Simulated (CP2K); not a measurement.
Crystal: ZnS.

```
CELL_PARAMETERS angstrom
3.82121 0.00000 0.00000
1.91060 3.30926 0.00000
1.91060 1.10309 3.12000
ATOMIC_POSITIONS crystal
Zn 0.75000 0.75000 0.75000
S 0.00000 0.00000 0.00000
```

Base run:

- Program: CP2K 2026.2
- Functional: PBEsol
- Potentials or basis: POTENTIAL_UZH Zn GTH-PBE-q12, S GTH-PBE-q6; TZVP-MOLOPT-PBE-GTH basis
- Density cutoff: 6123 eV
- k mesh: 9 × 9 × 9
- Occupations: fermi-dirac, width 0.05 eV
- Spin: no spin polarisation

Its results: band gap on the k mesh 1.90 eV, direct; pressure -1.3 GPa.

**Question.** The run is repeated on the same cell with these changes: functional from PBEsol to RPBE; ngrids from 5 to 4. What comes out?

**Answer.** Band gap on the k mesh 2.23 eV, direct; pressure 4.2 GPa.

Caveats: the potentials were made for another functional, which shifts forces and pressure; the basis of atomic orbitals isn't converged, which shifts pressures, moduli and gaps.
